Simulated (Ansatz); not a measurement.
Ansatz input file:

```yaml
crystal:
  lattice:
    - [-1.56730815, 1.56730815, 1.56730815]
    - [1.56730815, -1.56730815, 1.56730815]
    - [1.56730815, 1.56730815, -1.56730815]
  atoms:
    - { symbol: Mo, position: [0.0, 0.0, 0.0] }
basis:
  ecutwfc: 420
kpoints:
  mp_grid: { grid: [18, 18, 18] }
hamiltonian:
  xc: pbesol
scf:
  occupations: { method: gaussian, width: 0.1 }
output:
  forces: true
  stress: true
  eigenvalues: true
```

It can be run as
```bash
ansatz run input.yaml --threads 1 --pin off --backend cpu --events-out ev --progress --plain --runs-dir out  # memory cap (--max-ram) not shown
```

These are results of DFT PBEsol, scalar-relativistic, plane waves, PAW in Ansatz, not measurements.

Part of what the program printed, abridged (iterations and final results):

```
SCF iter   1: F=—  HF=-4897.470900 eV  |F-HF|=—  |Δ(HF+E_count)|=         —  Δρ=6.05e-3  dr2=3.89e-3  ethr=1.77e-3  ⟨swp⟩=5.0  Hψ=12531  notcnv=0
SCF iter   2: F=—  HF=-4897.469544 eV  |F-HF|=—  |Δ(HF+E_count)|=   1.36e-3  Δρ=2.25e-3  dr2=2.10e-4  ethr=2.78e-5  ⟨swp⟩=2.3  Hψ=4689  notcnv=0
SCF iter   3: F=—  HF=-4897.469523 eV  |F-HF|=—  |Δ(HF+E_count)|=   2.04e-5  Δρ=8.94e-4  dr2=3.17e-5  ethr=1.50e-6  ⟨swp⟩=1.0  Hψ=2125  notcnv=0
SCF iter   4: F=—  HF=-4897.469523 eV  |F-HF|=—  |Δ(HF+E_count)|=   2.38e-7  Δρ=4.30e-5  dr2=9.04e-8  ethr=2.26e-7  ⟨swp⟩=1.2  Hψ=2431  notcnv=0
SCF iter   5: F=-4897.469523 eV  HF=-4897.469523 eV  |F-HF|=1.71e-9  |Δ(HF+E_count)|=   6.44e-8  Δρ=5.00e-6  dr2=2.86e-9  ethr=6.45e-10  ⟨swp⟩=2.2  Hψ=3070  notcnv=0
SCF iter   6: F=-4897.469523 eV  HF=-4897.469523 eV  |F-HF|=9.09e-12  |Δ(HF+E_count)|=  7.27e-10  Δρ=8.75e-7  dr2=4.95e-11  ethr=2.04e-11  ⟨swp⟩=2.1  Hψ=6679  notcnv=0
SCF 1 converged in 6 iterations: F = -4897.469523 eV  dr2 = 4.95e-11
SCF converged after 6 iterations
Free energy (F): -4897.469523 eV
Harris-Foulkes:  -4897.469523 eV  (|F-HF|=9.09e-12)
Internal energy: -4897.467135 eV  (E = F + TS)
E sigma→0 (E₀):  -4897.468329 eV
Entropy (-TS):   -0.002388 eV (-2.388 meV/atom)
Fermi energy:    21.357815 eV
--- Per-component energies (eV) ---
  E_band       = -51.371525
  E_kinetic    = 441.391068
  E_local      = -774.256349  (includes V_loc(G=0)·N_el)
  E_nonlocal   = 144.528874
  E_hartree    = 255.449061
  E_xc         = -182.639463
  E_vxc        = -228.783687  (∫ρ·V_xc dr)
  E_paw        = -3143.812047  (= ΣΔE_a)
  E_vpaw       = -145.149802  (= ΣTr[D̂ρ^β])
  E_aug_tail   = 0.000041  (compensation charges beyond the density's cutoff)
  E_ewald      = -1638.337619
  E_core_change = 0.209299  (= ΣΔE_core)
  E_smearing   = -0.002388  (= −TS)
--- Forces (eV/Å), atoms counted from 1 ---
  atom   1  Mo     0.00000000     0.00000000     0.00000000
--- Stress (GPa, compression-positive) ---
       -1.410882       0.000000       0.000000
        0.000000      -1.410882       0.000000
        0.000000       0.000000      -1.410882
  P = ⅓ Tr σ = -1.4109 GPa (-14.109 kbar)
--- Band table (eV; the first three rows and the last of 195) ---
  k-point 0: bands = ["-39.8609", "-13.1052", "-13.1052", "-13.1052", "14.0175", "19.9441", "19.9441", "19.9441", "23.0104", "23.0104", "36.0245"]
  k-point 1: bands = ["-39.8526", "-13.1531", "-13.1199", "-13.1056", "14.1572", "19.8645", "19.9315", "20.0756", "22.8907", "23.0123", "36.1305"]
  k-point 2: bands = ["-39.8285", "-13.2898", "-13.1621", "-13.1067", "14.5554", "19.6434", "19.8753", "20.4646", "22.6284", "23.0235", "36.3872"]
  k-point 194: bands = ["-39.3801", "-14.1207", "-14.1207", "-14.1207", "15.7603", "15.7603", "25.4295", "25.4295", "25.4295", "30.4614", "30.4614"]
```

The calculation finished and met its thresholds.